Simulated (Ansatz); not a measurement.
## ¹⁷O NMR of the central transition in CO₂

Cell: a Materials Project structure (computed, not necessarily an observed phase), taken as it stands.

```xyz
12
Lattice="5.0693 0.0000 0.0000 0.0000 5.0693 0.0000 0.0000 0.0000 7.2320" Properties=species:S:1:pos:R:3 pbc="T T T"
C     5.0125    0.0568    5.4240
C     0.0568    5.0125    1.8080
C     2.5915    2.5915    3.6160
C     2.4778    2.4778    0.0000
O     3.4217    1.7621    3.5630
O     1.6476    3.3072    7.1790
O     4.2968    4.1823    1.7550
O     0.7725    0.8871    5.3710
O     3.3072    1.6476    0.0530
O     1.7621    3.4217    3.6690
O     4.1823    4.2968    5.4770
O     0.8871    0.7725    1.8610
```

Atom numbers follow the list; atoms alike are taken as one site, whose name carries the number of the first.

All values are calculated (Ansatz; DFT, r2SCAN, plane waves and PAW, scalar-relativistic, 500 eV cutoff, Γ-centred 5×5×4 k-points, Fermi–Dirac smearing 0.02 eV), not measured.

¹⁷O has I = 5/2 and Q = -25.58 mb (Pyykkö 2018); at 7.05 T its Larmor frequency is ν₀ = 40.7 MHz. Only the quadrupole interaction is simulated: positions count from each site's isotropic chemical shift, and J coupling is left out, as are shift anisotropy and dipolar coupling, which fast spinning averages.

Simulated pattern of one O site (fast magic-angle spinning, Gaussian broadening 0.2 kHz):

offset (kHz), height and a bar:
```
   -9.586          0 
   -9.355          0 
   -9.124          4 #
   -8.893          5 ##
   -8.662          5 ##
   -8.431          5 ##
   -8.200          5 ##
   -7.969          6 ##
   -7.738          6 ##
   -7.507          6 ##
   -7.276          6 ##
   -7.045          6 ##
   -6.814          6 ##
   -6.583          6 ##
   -6.352          7 ##
   -6.121          9 ###
   -5.890         39 ############
   -5.659         75 #######################
   -5.428         73 ######################
   -5.197         53 ################
   -4.966         46 ##############
   -4.735         42 #############
   -4.504         40 ############
   -4.274         38 ############
   -4.043         38 ###########
   -3.812         37 ###########
   -3.581         38 ###########
   -3.350         38 ###########
   -3.119         39 ############
   -2.888         40 ############
   -2.657         43 #############
   -2.426         46 ##############
   -2.195         50 ###############
   -1.964         58 ##################
   -1.733         77 #######################
   -1.502        100 ##############################
   -1.271         71 #####################
   -1.040         20 ######
   -0.809          0 
   -0.578          0
```

(1) Which |C_Q| and η does the pattern imply?

Results:

(1) The pattern spans 8.07 kHz before broadening and its centre of gravity is at -3.67 kHz, which fixes P_Q; the places of the horns and steps fix η. That gives P_Q = 4.99 MHz, |C_Q| = 4.99 MHz and η = 0.08. The sign of C_Q can't be read from the pattern.

At O V_zz points along its bond to C (within 1°).

At this cell the principal stresses reach 6 GPa in size with r2SCAN, which can matter for small gradients. The largest force is 1.5 eV/Å, so the atoms aren't at the calculated equilibrium and relaxing them would move these values.
